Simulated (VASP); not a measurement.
Al: band structure with r2SCAN

The system is Al.

```xyz
1
Lattice="0.0000 2.0078 2.0078 2.0078 0.0000 2.0078 2.0078 2.0078 0.0000" Properties=species:S:1:pos:R:3 pbc="T T T"
Al    0.0000    0.0000    0.0000
```

| Item | Value |
| --- | --- |
| Program | VASP 6.6.1 |
| Task | band structure |
| Functional | r2SCAN |
| Potentials or basis | VASP PAW PBE potentials, release 64 (Al) |
| Cutoff | 520 eV |
| k mesh | 16 × 16 × 16 |
| Occupations | methfessel-paxton, width 0.1 eV |
| Spin | no spin polarisation |
| Further INCAR settings | ALGO = Normal; EDIFF = 1e-06; NBANDS = 8 |

| Quantity | Value |
| --- | --- |
| Pressure | -1.8 GPa |
| Band gap along the path | none (metal or under the smearing width) |

Levels at the corners of the path, in eV from the Fermi level:
```
point  band 1  band 2  band 3  band 4  band 5  band 6  band 7
    Γ  -12.00   13.41   13.41   13.41   15.46   15.46   15.46
    X   -3.23   -1.68    5.45    6.07    6.07   10.08   27.23
    X   -3.23   -1.68    5.45    6.07    6.07   10.08   27.23
    W   -0.99   -0.99   -0.02    1.61   16.94   16.94   17.82
    W   -0.99   -0.99   -0.02    1.61   16.94   16.94   17.82
    K   -2.11   -1.59   -0.25    7.11    8.87   16.97   23.50
    K   -2.11   -1.59   -0.25    7.11    8.87   16.97   23.50
    Γ  -12.00   13.41   13.41   13.41   15.46   15.46   15.46
    Γ  -12.00   13.41   13.41   13.41   15.46   15.46   15.46
    L   -5.10   -4.58   12.15   12.15   12.51   12.51   16.07
    L   -5.10   -4.58   12.15   12.15   12.51   12.51   16.07
    U   -2.11   -1.59   -0.25    7.11    8.87   16.97   23.50
    U   -2.11   -1.59   -0.25    7.11    8.87   16.97   23.50
    W   -0.99   -0.99   -0.02    1.61   16.94   16.94   17.82
    W   -0.99   -0.99   -0.02    1.61   16.94   16.94   17.82
    L   -5.10   -4.58   12.15   12.15   12.51   12.51   16.07
    L   -5.10   -4.58   12.15   12.15   12.51   12.51   16.07
    K   -2.11   -1.59   -0.25    7.11    8.87   16.97   23.50
    U   -2.11   -1.59   -0.25    7.11    8.87   16.97   23.50
    X   -3.23   -1.68    5.45    6.07    6.07   10.08   27.23
```

It took 47 s on 1 thread of Intel(R) Xeon(R) 6975P-C (Granite Rapids) (shared host), peak memory 0.15 GiB.

Caveat: the PAW data sets were made with another functional, which shifts forces and pressure a little.
